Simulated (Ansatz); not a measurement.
FePt (Tetraferroplatinum) under changes of volume

One of the cells (13.796 Å³/atom); the others are scaled copies at fixed shape and fractional positions:

```xyz
2
Lattice="2.7235 0.0000 0.0000 0.0000 2.7235 0.0000 0.0000 0.0000 3.7200" Properties=species:S:1:pos:R:3 pbc="T T T"
Pt    1.3618    1.3618    1.8600
Fe    0.0000    0.0000    0.0000
```

| Property | Result |
| --- | --- |
| Program | Ansatz 0.2.0 |
| Functional | wPBEh |
| Potentials or basis | Ansatz PAW |
| Cutoff | 420 eV (not typed: the program's choice for these potentials) |
| k mesh | 5 × 5 × 4 |
| Occupations | fermi-dirac, width 0.05 eV |
| Spin | collinear spin, ferromagnetic start |
| Starting moments | [0.0, 3.0] μB |

```csv
volume (Å³/atom),energy over the lowest point (meV/atom),pressure (GPa),moment (μB per cell)
12.969,101.99,26.1,3.83
13.245,62.56,19.8,3.87
13.521,33.31,14.0,3.89
13.796,13.79,8.7,3.90
14.072,3.04,3.9,3.90
14.348,0.00,-0.4,3.90
14.624,?,?,?
```

Task: What does the run at 14.624 Å³/atom give?

Result: Energy over the lowest point 3.95 meV/atom; pressure -4.2 GPa; moment 3.90 μB per cell.

Worked out: A Birch-Murnaghan fit of order 3 (a polynomial in V^(-2/3)) to the other rows has its minimum at 14.32 Å³/atom with B0 = V·E''(V) = 222 GPa and B' = 3.6 at fixed shape and positions, which overstates the stiffness. It gives 4.41 meV/atom at 14.624 Å³/atom, against the run's 3.95, and -dE/dV = -4.5 GPa, against -4.2. A parabola through the other rows of the moment, of slope -0.0803 μB per Å³/atom there, extrapolates to 3.88 μB, against the run's 3.90.

Energies are extrapolated to zero smearing.

Caveats: all runs use coarse meshes; the magnetic or orbital state may not be the lowest; the PAW data sets come from PBE, with cores solved anew for the run's functional, which leaves a small shift of forces and pressure; the thresholds are loose for stress.
